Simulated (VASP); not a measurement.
# Zr (P6/mmm) in VASP: settings compared

The runs below take Zr through relaxation of shape and atoms at fixed volume, relaxation of cell and atoms, with LDA, r2SCAN.

Everything below comes from runs of VASP 6.6.1. Logs are shortened: lines on timing, memory, paths and dates and some standing lists are left out, and cuts for length are marked.

**1. The structure**

Symmetry: P6/mmm, No. 191, hexagonal system. The conventional cell has a = 5.033 Å, b = 5.033 Å, c = 3.132 Å, α = 90.00°, β = 90.00°, γ = 120.00°. Zr (site symmetry -6m2) is surrounded by 11 Zr at 2.91 to 3.30 Å. Zr (site symmetry 6/mmm) is surrounded by 14 Zr at 3.13 to 3.30 Å.

The cell was built by a generator and needn't be a form met in nature.

**2. Relaxation of shape and atoms at fixed volume, LDA (a relaxed cell with its volume scaled by 1.04)**

File INCAR:

```
PREC = Accurate
ENCUT = 600
EDIFF = 1E-7
ISMEAR = 1
SIGMA = 0.1
LREAL = False
LASPH = True
NELM = 80
ALGO = Fast
ISIF = 4
LWAVE = False
LCHARG = False
IBRION = 2
NSW = 40
EDIFFG = -0.01
```

File KPOINTS:

```
regular mesh
0
Gamma
  9 9 12
```

File POSCAR:

```
Zr                                      
1.0
    4.9847235227      0.0000000000     -0.0000000000
   -2.4923617614      4.3168971994      0.0000000000
    0.0000000000      0.0000000000      3.1292762647
  Zr            
     3
Direct
     0.6666666699999979    0.3333333300000021    0.5000000000000000
     0.3333333300000021    0.6666666699999979    0.5000000000000000
     0.0000000000000000    0.0000000000000000    1.0000000000000000
```

Potentials or basis: VASP PAW LDA potentials, release 64 (Zr_sv).

On the command line:

```console
> cat potpaw_LDA.64/Zr_sv/POTCAR > POTCAR
> mpirun -np 1 vasp_std > vasp.out
```

OUTCAR:

```text
PREC = Accurate
   ENCUT = 600
   EDIFF = 1E-7
   ISMEAR = 1
   LREAL = False
   LASPH = True
   NELM = 80
   ISIF = 4
   IBRION = 2
   NSW = 40
   EDIFFG = -0.01

 ion  position               nearest neighbor table
   1  0.667  0.333  0.500-   2 2.88   2 2.88   2 2.88   3 3.28   3 3.28   3 3.28   3 3.28   3 3.28
                             3 3.28
   2  0.333  0.667  0.500-   1 2.88   1 2.88   1 2.88   3 3.28   3 3.28   3 3.28   3 3.28   3 3.28
                             3 3.28
   3  0.000  0.000  0.000-   1 3.28   2 3.28   1 3.28   2 3.28   2 3.28   2 3.28   1 3.28   1 3.28
                             1 3.28   1 3.28   2 3.28   2 3.28

  LATTYP: Found a hexagonal cell.
 ALAT       =     4.9847235227
 C/A-ratio  =     0.6277732858

  Lattice vectors:

 A1 = (   4.9847235227,   0.0000000000,   0.0000000000)
 A2 = (  -2.4923617614,   4.3168971994,   0.0000000000)
 A3 = (   0.0000000000,   0.0000000000,   3.1292762647)

Analysis of symmetry for initial positions (statically):
=====================================================================
 Subroutine PRICEL returns:
 Original cell was already a primitive cell.

 Routine SETGRP: Setting up the symmetry group for a
 hexagonal supercell.

 Subroutine GETGRP returns: Found 24 space group operations
 (whereof 24 operations were pure point group operations)
 out of a pool of 24 trial point group operations.

The static configuration has the point symmetry D_6h.

Analysis of symmetry for dynamics (positions and initial velocities):
=====================================================================
 Subroutine PRICEL returns:
 Original cell was already a primitive cell.

 Routine SETGRP: Setting up the symmetry group for a
 hexagonal supercell.

 Subroutine GETGRP returns: Found 24 space group operations
 (whereof 24 operations were pure point group operations)
 out of a pool of 24 trial point group operations.

The dynamic configuration has the point symmetry D_6h.

 Subroutine INISYM returns: Found 24 space group operations
 (whereof 24 operations are pure point group operations),
 and found     1 'primitive' translations

----------------------------------------------------------------------------------------

                                     Primitive cell

  volume of cell :      67.3375

  direct lattice vectors                    reciprocal lattice vectors
     4.984723523  0.000000000  0.000000000     0.200612932  0.115823930  0.000000000
    -2.492361761  4.316897199  0.000000000     0.000000000  0.231647860  0.000000000
     0.000000000  0.000000000  3.129276265     0.000000000  0.000000000  0.319562709

  length of vectors
     4.984723523  4.984723521  3.129276265     0.231647860  0.231647860  0.319562709

  position of ions in fractional coordinates (direct lattice)
     0.666666670  0.333333330  0.500000000
     0.333333330  0.666666670  0.500000000
     0.000000000  0.000000000  0.000000000

  ion indices of the primitive-cell ions
   primitive index   ion index
                 1           1
                 2           2
                 3           3

----------------------------------------------------------------------------------------

 KPOINTS: regular mesh

Automatic generation of k-mesh.
 Grid dimensions read from file:
 generate k-points for:    9    9   12

 Generating k-lattice:

  Cartesian coordinates                     Fractional coordinates (reciprocal lattice)
     0.022290326  0.012869326  0.000000000     0.111111111  0.000000000  0.000000000
     0.000000000  0.025738651  0.000000000     0.000000000  0.111111111  0.000000000
     0.000000000  0.000000000  0.026630226     0.000000000  0.000000000  0.083333333

  Length of vectors
     0.025738651  0.025738651  0.026630226

  Shift w.r.t. Gamma in fractional coordinates (k-lattice)
     0.000000000  0.000000000  0.000000000

 Subroutine IBZKPT returns following result:
 ===========================================

 Found     84 irreducible k-points:

 Following reciprocal coordinates:
            Coordinates               Weight
  0.000000  0.000000  0.000000      1.000000
  0.111111 -0.000000  0.000000      6.000000
  0.222222 -0.000000  0.000000      6.000000
  0.333333  0.000000  0.000000      6.000000
  0.444444 -0.000000  0.000000      6.000000
  0.111111  0.111111  0.000000      6.000000
[... 16 lines left out ...]
  0.333333  0.222222  0.083333     24.000000
  0.333333  0.333333  0.083333      4.000000
 [... further k-points ...]
   k-points           NKPTS =     84   k-points in BZ     NKDIM =     84   number of bands    NBANDS=     22
   number of dos      NEDOS =    301   number of ions     NIONS =      3
   total plane-waves  NPLWV =  44800
   dimension x,y,z NGX =    40 NGY =   40 NGZ =   28
   dimension x,y,z NGXF=    80 NGYF=   80 NGZF=   56
   ions per type =               3
   NGX,Y,Z   is equivalent  to a cutoff of  13.34, 13.34, 14.88 a.u.
   NGXF,Y,Z  is equivalent  to a cutoff of  26.68, 26.68, 29.75 a.u.
 SYSTEM =  unknown system
   PREC   = accura    normal or accurate (medium, high low for compatibility)
   ISTART =      0    job   : 0-new  1-cont  2-samecut
   ICHARG =      2    charge: 1-file 2-atom 10-const
   ISPIN  =      1    spin polarized calculation?
   LNONCOLLINEAR =      F non collinear calculations
   LSORBIT =      F    spin-orbit coupling
   LASPH  =      T    aspherical Exc in radial PAW
   ENCUT  =  600.0 eV  44.10 Ry    6.64 a.u.   9.96  9.96  6.25*2*pi/ulx,y,z
   NELM   =     80;   NELMIN=  2; NELMDL= -5     # of ELM steps
   EDIFF  = 0.1E-06   stopping-criterion for ELM
   LREAL  =      F    real-space projection
   EDIFFG = -.1E-01   stopping-criterion for IOM
   NSW    =     40    number of steps for IOM
   IBRION =      2    ionic relax: 0-MD 1-quasi-New 2-CG
   NFREE  =      1    steps in history (QN), initial steepest desc. (CG)
   ISIF   =      4    stress and relaxation
   ISYM   =      2    0-nonsym 1-usesym 2-fastsym
   POTIM  = 0.5000    time-step for ionic-motion
   TEBEG  =    0.0;   TEEND  =   0.0 temperature during run
   PSTRESS=    0.0 pullay stress
   NELECT =      36.0000    total number of electrons
   NUPDOWN=      -1.0000    fix difference up-down
   EMIN   =  10.00;   EMAX   =-10.00  energy-range for DOS
   EFERMI =   0.00;   METHOD = LEGACY
   ISMEAR =     1;   SIGMA  =   0.10  broadening in eV -4-tet -1-fermi 0-gaus
   EFERMI_NEDOS =   21; number of points for ismear=-14 and -15
   IALGO  =     68    algorithm
   IMIX   =      4    mixing-type and parameters
     AMIX     =   0.40;   BMIX     =  1.00
     AMIX_MAG =   1.60;   BMIX_MAG =  1.00
  volume/ion in A,a.u.               =      22.45       151.47
  Fermi-wavevector in a.u.,A,eV,Ry     =   1.328689  2.510859 24.019933  1.765415
  Thomas-Fermi vector in A             =   2.457908
   LORBIT       =      0    0 simple, 1 ext, 2 COOP (PROOUT), +10 PAW based schemes
   GGA     = CA    functional components
   LHFCALC =     F    Hartree Fock is set to
   AEXX    =    0.0000 exact exchange contribution
   IVDW    =     0    specifies the selected vdW correction
   LEPSILON=     F    determine dielectric tensor
   LRPA    =     F    only Hartree local field effects (RPA)
 conjugate gradient relaxation of ions
 non-spin polarized calculation
 RMM-DIIS sequential band-by-band and
 Methfessel and Paxton  Order N= 1 SIGMA  =   0.10
  energy-cutoff  :      600.00
  volume of cell :       67.34
 maximum number of plane-waves:      2280
 NGX is ok and might be reduce to    40
   NGX = 19   NGY = 19   NGZ = 13

 number of electron      36.0000000 magnetization

 Free energy of the ion-electron system (eV)
  ---------------------------------------------------
  ext. energy  EPLUGINS =         0.00000000
  ---------------------------------------------------
  free energy    TOTEN  =       -27.88978074 eV

  energy without entropy =      -27.89193699  energy(sigma->0) =      -27.89049949

 E-fermi :   9.0787     XC(G=0): -11.4595

 val. band max:        9.0695145025   @ k =   0.3333   0.1111   0.0000
 cond. band min:       9.0858103971   @ k =   0.1111  -0.0000   0.0000
 fundamental gap:      0.0162958946
 Fermi energy:         9.0786670868

 k-point     1 :       0.0000    0.0000    0.0000
  band No.  band energies     occupation
      1     -39.4723      2.00000
      2     -39.1845      2.00000
      3     -38.9637      2.00000
      4     -17.7787      2.00000
      5     -17.7787      2.00000
      6     -17.7762      2.00000
[... 14 lines left out ...]
     21      10.7044     -0.00000
     22      10.7840     -0.00000

 k-point     2 :       0.1111   -0.0000    0.0000
  band No.  band energies     occupation
      1     -39.4697      2.00000
      2     -39.1808      2.00000
      3     -38.9704      2.00000
      4     -17.8951      2.00000
      5     -17.8732      2.00000
      6     -17.6561      2.00000
[... 14 lines left out ...]
     21      10.5566     -0.00000
     22      10.8899     -0.00000

 k-point     3 :       0.2222   -0.0000    0.0000
  band No.  band energies     occupation
      1     -39.4632      2.00000
      2     -39.1695      2.00000
      3     -38.9892      2.00000
      4     -17.9961      2.00000
      5     -17.9023      2.00000
      6     -17.5453      2.00000
[... 14 lines left out ...]
     21      10.2343     -0.00000
     22      10.5078     -0.00000

 k-point     4 :       0.3333    0.0000    0.0000
  band No.  band energies     occupation
      1     -39.4561      2.00000
      2     -39.1509      2.00000
      3     -39.0160      2.00000
      4     -18.0697      2.00000
      5     -17.8570      2.00000
      6     -17.4628      2.00000
[... 14 lines left out ...]
     21      10.2542     -0.00000
     22      10.4079     -0.00000

 k-point     5 :       0.4444   -0.0000    0.0000
  band No.  band energies     occupation
      1     -39.4518      2.00000
      2     -39.1317      2.00000
      3     -39.0403      2.00000
      4     -18.1084      2.00000
      5     -17.7569      2.00000
      6     -17.5474      2.00000
[... 417 lines left out ...]
 k-point    22 :       0.2222    0.2222    0.0833
  band No.  band energies     occupation
      1     -39.4490      2.00000
      2     -39.1339      2.00000
      3     -39.0281      2.00000
      4     -17.9823      2.00000
      5     -17.9177      2.00000
      6     -17.5757      2.00000
[... 14 lines left out ...]
     21       9.9367     -0.00000
     22      10.3910     -0.00000

 k-point    23 :       0.3333    0.2222    0.0833
  band No.  band energies     occupation
      1     -39.4462      2.00000
      2     -39.1104      2.00000
      3     -39.0550      2.00000
      4     -17.9840      2.00000
      5     -17.8336      2.00000
      6     -17.6972      2.00000
[... 14 lines left out ...]
     21       9.9895     -0.00000
     22      10.4130     -0.00000

 k-point    24 :       0.3333    0.3333    0.0833
  band No.  band energies     occupation
      1     -39.4453      2.00000
      2     -39.0832      2.00000
      3     -39.0832      2.00000
      4     -17.8982      2.00000
      5     -17.8224      2.00000
      6     -17.8224      2.00000
[... 14 lines left out ...]
     21       9.6397     -0.00000
     22      10.6705     -0.00000

 [... further k-points ...]
[... 5 lines left out ...]
  --------------------------------------------------------------------------------------
  -------------------------------------------------------------------------------------
  Total       -1.6594649     -1.6594649     -1.6544816      0.0000000     -0.0000000     -0.0000000
  in kB      -39.4840751    -39.4840751    -39.3655065      0.0000000     -0.0000000     -0.0000000
  external PRESSURE =     -39.4445522 kB  Pullay stress =       0.0000000 kB

 VOLUME and BASIS-vectors are now :
 -----------------------------------------------------------------------------
  energy-cutoff  :      600.00
  volume of cell :       67.34
      direct lattice vectors                 reciprocal lattice vectors
     4.984723523  0.000000000  0.000000000     0.200612932  0.115823930  0.000000000
    -2.492361761  4.316897199  0.000000000     0.000000000  0.231647860  0.000000000
     0.000000000  0.000000000  3.129276265     0.000000000  0.000000000  0.319562709

 POSITION                                       TOTAL-FORCE (eV/Angst)
 -----------------------------------------------------------------------------------
      2.49236      1.43897      1.56464        -0.000000     -0.000000      0.000000
     -0.00000      2.87793      1.56464         0.000000     -0.000000      0.000000
      0.00000      0.00000      0.00000         0.000000      0.000000      0.000000
 -----------------------------------------------------------------------------------
    total drift:                                0.000000     -0.000000      0.000000

  FREE ENERGIE OF THE ION-ELECTRON SYSTEM (eV)
  ---------------------------------------------------
  free  energy   TOTEN  =       -27.8897807416 eV

  energy  without entropy=      -27.8919369892  energy(sigma->0) =      -27.89049949

 reached required accuracy - stopping structural energy minimisation
```

Run time: 2.5 min. Hardware: 1 thread of AMD EPYC 9R45 (Zen 5), shared host; peak memory 0.22 GiB.

What came out:

```
Free energy             : -27.8898 eV
Pressure after relaxing : -3.9 GPa
Band gap on the k mesh  : none (metal or under the smearing width)
```

Final structure:
```xyz
3
Lattice="4.9847 0.0000 0.0000 -2.4924 4.3169 0.0000 0.0000 0.0000 3.1293" Properties=species:S:1:pos:R:3 pbc="T T T"
Zr    2.4924    1.4390    1.5646
Zr    0.0000    2.8779    1.5646
Zr    0.0000    0.0000    0.0000
```

Caveat: the relaxation stopped at its first step, so nothing moved.

**3. Relaxation of shape and atoms at fixed volume, LDA (a relaxed cell with its volume scaled by 1.06)**

INCAR is that of step 2.

KPOINTS is that of step 2.

File POSCAR:

```
Zr                                      
1.0
    5.0164742101      0.0000000000     -0.0000000000
   -2.5082371051      4.3443941013      0.0000000000
    0.0000000000      0.0000000000      3.1492084980
  Zr            
     3
Direct
     0.6666666699999979    0.3333333300000021    0.5000000000000000
     0.3333333300000021    0.6666666699999979    0.5000000000000000
     0.0000000000000000    0.0000000000000000    1.0000000000000000
```

Potentials or basis: VASP PAW LDA potentials, release 64 (Zr_sv).

On the command line:

```console
> cat potpaw_LDA.64/Zr_sv/POTCAR > POTCAR
> mpirun -np 1 vasp_std > vasp.out
```

Wall time 2.5 min (1 thread of AMD EPYC 9R45 (Zen 5), shared host); peak memory 0.22 GiB.

It converged, with:

```yaml
Free_energy: -27.8513 eV
Pressure_after_relaxing: -5.7 GPa
Band_gap_on_the_k_mesh: none (metal or under the smearing width)
```

Final structure:
```
Zr
1.0
     5.01647    0.00000    0.00000
    -2.50824    4.34439    0.00000
     0.00000    0.00000    3.14921
Zr
3
Direct
  0.66667 0.33333 0.50000
  0.33333 0.66667 0.50000
  0.00000 0.00000 0.00000
```

Levels at points of the mesh, in eV from the Fermi level:
| k point | band 16 | band 17 | band 18 | band 19 | band 20 | band 21 |
| --- | --- | --- | --- | --- | --- | --- |
| (0.00, 0.00, 0.00) | -0.49 | -0.42 | -0.42 | -0.18 | 0.83 | 1.60 |
| (0.00, 0.00, 0.50) | -1.89 | -1.89 | -1.36 | 1.21 | 1.21 | 1.63 |

Caveat: the relaxation stopped at its first step, so nothing moved.

**4. Relaxation of cell and atoms, r2SCAN, target pressure 5.19 GPa, at which the enthalpy is minimised**

File INCAR:

```
  ALGO = Normal
  EDIFF = 1E-6
  EDIFFG = -0.01
  ENCUT = 600
  IBRION = 2
  ISIF = 3
  ISMEAR = 1
  LASPH = True
  LCHARG = False
  LMIXTAU = True
  LREAL = False
  LWAVE = False
  METAGGA = R2SCAN
  NELM = 80
  NSW = 90
  PREC = Accurate
  PSTRESS = 51.9
  SIGMA = 0.1
```

File KPOINTS:

```
k-points
0
Gamma
  9 9 12
```

File POSCAR:

```
Zr
1.0
    5.0328000000      0.0000000000      0.0000000000
   -2.5164000000      4.3585326500      0.0000000000
    0.0000000000      0.0000000000      3.1324000000
Zr
3
Direct
    0.6666666700      0.3333333300      0.5000000000
    0.3333333300      0.6666666700      0.5000000000
    0.0000000000      0.0000000000      0.0000000000
```

Potentials or basis: VASP PAW PBE potentials, release 64 (Zr_sv).

On the command line:

```console
> cat potpaw_PBE.64/Zr_sv/POTCAR > POTCAR
> mpirun -np 1 vasp_std > vasp.out
```

Wall time 27 min (1 thread of Intel Xeon Platinum 8488C (Sapphire Rapids), shared host); peak memory 0.3 GiB.

Results (log left out):

- Free energy: -68.2316 eV
- Relaxed volume: 22.03 Å³/atom
- Relaxed cell: a = 4.950 Å, b = 4.950 Å, c = 3.114 Å, α = 90.00°, β = 90.00°, γ = 120.00°
- Space group after relaxing (to 0.05 Å): P6/mmm (No. 191)
- Energy change on relaxing (the enthalpy is what falls): +16.2 meV/atom
- Ionic steps: 5
- Pressure after relaxing: 5.2 GPa
- Band gap on the k mesh: none (metal or under the smearing width)

Step by step:
```
step  energy change (eV)  largest force (eV/Å)  pressure (GPa)  volume (Å³)
   1              0.0000                0.0000            1.08        68.71
   2              0.2030                0.0000           11.10        63.02
   3              0.0486                0.0000            5.22        66.11
   4              0.0502                0.0000            5.30        66.06
   5              0.0485                0.0000            5.24        66.09
```

Final structure:
```
Zr
1.0
     4.95030    0.00000    0.00000
    -2.47515    4.28708    0.00000
     0.00000    0.00000    3.11406
Zr
3
Direct
  0.66667 0.33333 0.50000
  0.33333 0.66667 0.50000
  0.00000 0.00000 0.00000
```

Levels at points of the mesh, in eV from the Fermi level:
```
           k point  band 14  band 15  band 16  band 17  band 18  band 19  band 20  band 21  band 22
(0.00, 0.00, 0.00)    -2.67    -0.63    -0.63    -0.56    -0.56    -0.09     1.05     1.85     1.85
(0.00, 0.00, 0.50)    -2.84    -2.31    -2.20    -2.20    -1.58     1.30     1.30     1.90     1.90
```

Caveat: the cell is relaxed towards a set pressure, so the enthalpy falls and the energy may rise; the PAW data sets were made with another functional, which shifts forces and pressure a little.

[end of part 1 of 2]
